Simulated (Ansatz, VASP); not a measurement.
## One calculation of SiC (Moissanite 3C), two programs

Contents of INCAR:

```
ALGO     = Fast           # electronic algorithm
EDIFF    = 1E-7           # SCF threshold, eV
ENCUT    = 520            # plane-wave cutoff, eV
GGA      = PE             # functional
ISIF     = 2              # what is computed and relaxed
ISMEAR   = 0              # smearing method
LASPH    = T              # aspherical terms in the spheres
LCHARG   = F              # write CHGCAR
LREAL    = F              # projectors in reciprocal space
LWAVE    = F              # write WAVECAR
NBANDS   = 11             # bands
NELM     = 80             # most SCF steps
PREC     = Accurate       # precision mode
SIGMA    = 0.028999999999999998 # smearing width, eV
```

Contents of KPOINTS:

```
k-points
0
Gamma
  10 10 10
```

File POSCAR:

```
SiC
1.0
    0.0000000000      2.1790000000      2.1790000000
    2.1790000000      0.0000000000      2.1790000000
    2.1790000000      2.1790000000      0.0000000000
Si C
1 1
Direct
    0.0000000000      0.0000000000      0.0000000000
    0.7500000000      0.7500000000      0.7500000000
```

input.yaml

```yaml
crystal:
  lattice:
    - [0.0, 2.179, 2.179]
    - [2.179, 0.0, 2.179]
    - [2.179, 2.179, 0.0]
  atoms:
    - { symbol: Si, position: [0.0, 0.0, 0.0] }
    - { symbol: C, position: [0.75, 0.75, 0.75] }
hamiltonian:
  xc: pbe
  pseudopotentials: { kind: paw }
kpoints:
  mp_grid: { grid: [10, 10, 10] }
scf:
  occupations: { method: gaussian, width: 0.029 }
output:
  forces: true
  stress: true
  eigenvalues: true
  write_density: true
  write_potential: true
  elf: true
  volumetric_format: npy
```

Alike in both runs: task single point; functional PBE; k mesh 10 × 10 × 10; occupations gaussian, width 0.029 eV; no spin polarisation.

|  | VASP | Ansatz |
| --- | --- | --- |
| version | VASP 6.6.1 | Ansatz 0.2.0 |
| potentials or method | VASP PAW PBE potentials, release 64 (Si, C) | Ansatz PAW |
| plane-wave cutoff (eV) | 520 | 420 |
| valence electrons in the cell | 8 | 8 |

```csv
,VASP,Ansatz,Ansatz less VASP
gap on the k mesh at the Fermi level (eV),1.36,1.36,+0.002
least direct gap on the mesh (eV),4.54,4.55,+0.004
pressure (GPa),3.2,3.3,+0.06
```

A k mesh can miss the band edges.
